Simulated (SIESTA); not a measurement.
BP under changes of volume

One of the cells (11.682 Å³/atom); the others are scaled copies at fixed shape and fractional positions:

```
P B
1.0
     0.00000    2.26900    2.26900
     2.26900    0.00000    2.26900
     2.26900    2.26900    0.00000
P B
1 1
Direct
  0.75000 0.75000 0.75000
  0.00000 0.00000 0.00000
```

```yaml
Program: SIESTA 5.4.2
Functional: PBE
Potentials_or_basis: PseudoDojo 0.4 standard (PBE files)
Basis: DZ (energy shift 0.003 Ry)
Grid_cutoff: 500 Ry
Energy_shift: 0.003 Ry
k_mesh: 10 × 10 × 10
Occupations: fermi-dirac, width 0.05 eV
Spin: no spin polarisation
```

```csv
volume (Å³/atom),energy over the lowest point (meV/atom),pressure (GPa),gap on the mesh (eV)
10.981,111.43,25.1,2.23
11.214,?,?,?
11.448,51.72,16.1,2.23
11.682,31.07,12.3,2.24
11.915,15.85,8.7,2.25
12.149,5.63,5.4,2.26
12.383,0.00,2.4,2.27
```

Problem. What does the run at 11.214 Å³/atom give?

Solution. Energy over the lowest point 78.31 meV/atom; pressure 20.4 GPa; gap on the mesh 2.23 eV.

Worked out: A Birch-Murnaghan fit of order 3 (a polynomial in V^(-2/3)) to the other rows has its minimum at 12.58 Å³/atom, just outside them, with B0 = V·E''(V) = 144 GPa and B' = 3.6. It gives 78.40 meV/atom at 11.214 Å³/atom, against the run's 78.31, and -dE/dV = 20.4 GPa, against 20.4. A parabola through the other rows of the gap, of slope 0.107 eV per unit of ln V there, gives 2.23 eV, against the run's 2.23.

Energies are extrapolated to zero smearing.

Caveats: the basis has no polarisation orbitals; the basis of atomic orbitals isn't converged, which shifts pressures, moduli and gaps.

A mesh can miss the band edges.
